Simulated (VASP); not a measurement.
C:

```
C
1.0
     2.46100    0.00000    0.00000
    -1.23050    2.13129    0.00000
     0.00000    0.00000    6.70800
C
4
Cartesian
  0.0000 0.0000 1.6770
  0.0000 1.4209 1.6770
  0.0000 0.0000 5.0310
  0.0000 1.4209 5.0310
```

The cell was built by a generator and needn't be a form met in nature.

Program: VASP 6.6.1. Alike in all runs: task single point; no spin polarisation; cell as given; k mesh 16 × 16 × 4; cutoff (eV) 520; smearing fermi-dirac 0.05 eV.

**Question.** Order these runs on this cell by their pressure, lowest first.
A. level optB86b-vdW; potentials or basis VASP PAW PBE potentials, release 64 (C)
B. level SCAN; potentials or basis VASP PAW PBE potentials, release 64 (C)
C. level PBEsol; potentials or basis VASP PAW PBE potentials, release 64 (C)
D. level vdW-DF; potentials or basis VASP PAW PBE potentials, release 64 (C)
E. level LDA; potentials or basis VASP PAW LDA potentials, release 64 (C)

**Answer.** E (-4.2 GPa), B (-1.8 GPa), C (0.9 GPa), A (2.6 GPa), D (7.1 GPa).

Caveats: the PAW data sets were made with another functional, which shifts forces and pressure a little (some runs); this functional lacks dispersion, which binds the layers, so the pressure and a relaxed spacing across them are unreliable (some runs).

Runs at the PBE level aren't shown here.
